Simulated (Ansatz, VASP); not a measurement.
One calculation of SnO, two programs

```
CELL_PARAMETERS angstrom
3.83895 0.00000 0.00000
0.00000 3.83895 0.00000
0.00000 0.00000 4.91928
ATOMIC_POSITIONS crystal
Sn 0.50000 0.00000 0.76463
Sn 0.00000 0.50000 0.23537
O 0.00000 0.00000 0.00000
O 0.50000 0.50000 0.00000
```

Change from the starting cell: volume scaled by 1.02.

Alike in both runs: task single point; functional PBEsol; k mesh 7 × 7 × 6; occupations fermi-dirac, width 0.05 eV; no spin polarisation.

```csv
,VASP,Ansatz
version,VASP 6.6.1,Ansatz 0.2.0
potentials or method,"VASP PAW PBE potentials, release 64 (Sn_d, O)",Ansatz PAW
plane-wave cutoff (eV),520,420
valence electrons in the cell,40,40
```

VASP gave:

| Item | Value |
| --- | --- |
| gap on the k mesh at the Fermi level (eV) | 0.43 |
| least direct gap on the mesh (eV) | 1.96 |
| pressure (GPa) | -2.1 |
| largest component of the traceless stress (GPa) | 0.21 |
| rms of the force components (eV/Å) | 0.045 |

**Question.** What did Ansatz give for the same quantities?

**Answer.** gap on the k mesh at the Fermi level (eV): 0.42; least direct gap on the mesh (eV): 1.99; pressure (GPa): -2.3; largest component of the traceless stress (GPa): 0.19; rms of the force components (eV/Å): 0.077.

Atom by atom the forces differ by 0.033 eV/Å (rms over components). The functional is the same, so the differences come from potentials, cutoffs and numerics.

Caveats: spin-orbit coupling is left out, which moves the levels of the heavy elements; the PAW data sets were made with another functional, which shifts forces and pressure a little (VASP); an odd mesh through Γ misses points on the zone boundary, where band edges often lie (VASP); odd divisions of the mesh miss points on the zone boundary, where band edges often lie, so the gap on the mesh can be too wide (Ansatz); the pressure holds a Pulay correction of +0.5 GPa for the finite cutoff (Ansatz); the PAW data sets come from PBE, with cores solved anew for the run's functional, which leaves a small shift of forces and pressure (Ansatz).
